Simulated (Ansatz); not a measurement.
# Structure relaxation of In3O2

These are results of DFT PBE, scalar-relativistic, plane waves, PAW in Ansatz 0.2.0, not measurements. Cutoff 420 eV, Γ-centred k mesh, Gaussian smearing, no spin polarisation in the final step.

In3O2 was placed on the anti-A-type sesquioxide structure type (P-3m1, No. 164), with O in place of La, In in place of O, at a guessed volume.

```
CELL_PARAMETERS angstrom
3.99336 0.00000 0.00000
-1.99668 3.45835 0.00000
0.00000 0.00000 6.21302
ATOMIC_POSITIONS crystal
In 0.00000 0.00000 0.00000
In 0.33333 0.66667 0.64500
In 0.66667 0.33333 0.35500
O 0.33333 0.66667 0.24500
O 0.66667 0.33333 0.75500
```

Cell and atoms relax at zero pressure; the relaxation can't lower the symmetry of the start. After a coarse first stage the cell is made exact in the group found at 0.06 Å.

The zero of energy is the elements' standard structures at the same level (O₂ as a molecule); no fitted shifts are applied.

Task: What does it relax into?

Result: It keeps P-3m1 (No. 164), but not the shape of the type it started on. Conventional cell: a = 3.691 Å, c = 7.914 Å. Around In on Wyckoff site a (1 atom of the primitive cell) lie 6 In at 3.29 Å, 6 In at 3.69 Å and 6 O at 3.74 Å; In on Wyckoff site d (2 atoms of the primitive cell) has 4 O at 2.21–2.33 Å; O has 4 In at 2.21–2.33 Å and 3 O at 2.77 Å.

```
In O
1.0
     3.69101    0.00000    0.00000
    -1.84550    3.19651    0.00000
     0.00000    0.00000    7.91396
In O
3 2
Direct
  0.00000 0.00000 0.00000
  0.33333 0.66667 0.68337
  0.66667 0.33333 0.31663
  0.33333 0.66667 0.38853
  0.66667 0.33333 0.61147
```

Task: What are its volume, energy, density and gap?

Result: The volume per atom is 18.67 Å³ and the density is 6.69 g/cm³. The energy over the elements is -0.87 eV/atom and the gap on the 12×12×6 mesh is 0 eV (a metal).

The final run used a 12×12×6 mesh on its 5-atom cell and 0.10 eV smearing. The k mesh leaves about 4 meV/atom of noise in metals. A structure relaxed within its symmetry needn't be a true minimum.

Cost: 3 runs of about 2.9 core-minutes in all, on Intel Xeon Platinum 8375C (Ice Lake) (shared hosts).